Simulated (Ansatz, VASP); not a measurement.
**One calculation of Pt, two programs**

File INCAR:

```
PREC = Accurate
ENCUT = 520
EDIFF = 1E-6
ISMEAR = -1
SIGMA = 0.05
LREAL = False
LASPH = True
NELM = 80
ALGO = Normal
ISIF = 2
LWAVE = False
LCHARG = False
GGA = PE
NBANDS = 11
```

Contents of KPOINTS:

```
Automatic mesh
0
Gamma
  16 16 16
```

Contents of POSCAR:

```
Pt
1.0
    2.4157591815      0.0000000000      0.0000000000
    0.0000000000      2.4157591815      0.0000000000
    0.0000000000      0.0000000000      2.4157591815
Pt
1
Direct
    0.0000000000      0.0000000000      0.0000000000
```

Input for Ansatz:

```yaml
crystal:
  lattice:
    - [2.4157591815, 0.0, 0.0]
    - [0.0, 2.4157591815, 0.0]
    - [0.0, 0.0, 2.4157591815]
  atoms:
    - { symbol: Pt, position: [0.0, 0.0, 0.0] }
kpoints:
  mp_grid: { grid: [16, 16, 16] }
scf:
  occupations: { method: fermi_dirac, width: 0.05 }
hamiltonian:
  xc: pbe
  pseudopotentials: { kind: all_electron, lapw: { basis_error: 0.001 } }
output:
  forces: true
  stress: true
  eigenvalues: true
  populations: true
```

Change from the starting cell: volume scaled by 0.78, LAPW.

Alike in both runs: task single point; functional PBE; k mesh 16 × 16 × 16; occupations fermi-dirac, width 0.05 eV; no spin polarisation.

|  | VASP | Ansatz |
| --- | --- | --- |
| version | VASP 6.6.1 | Ansatz 0.2.0 |
| potentials or method | VASP PAW PBE potentials, release 64 (Pt) | all-electron LAPW, scalar-relativistic |
| plane-wave cutoff (eV) | 520 | see its input |

|  | VASP | Ansatz | Ansatz less VASP |
| --- | --- | --- | --- |
| pressure (GPa) | 88.2 | 89.2 | +0.96 |

Ansatz ran all-electron here, so the differences hold the error of VASP's frozen core and of both bases.

Caveats: the cell as given lies far from equilibrium; so large a pressure means that the cell lies far from this level's equilibrium, or that cutoff or potentials fall short (VASP). The runs have no spin-orbit coupling, so splittings on Pt are missing.
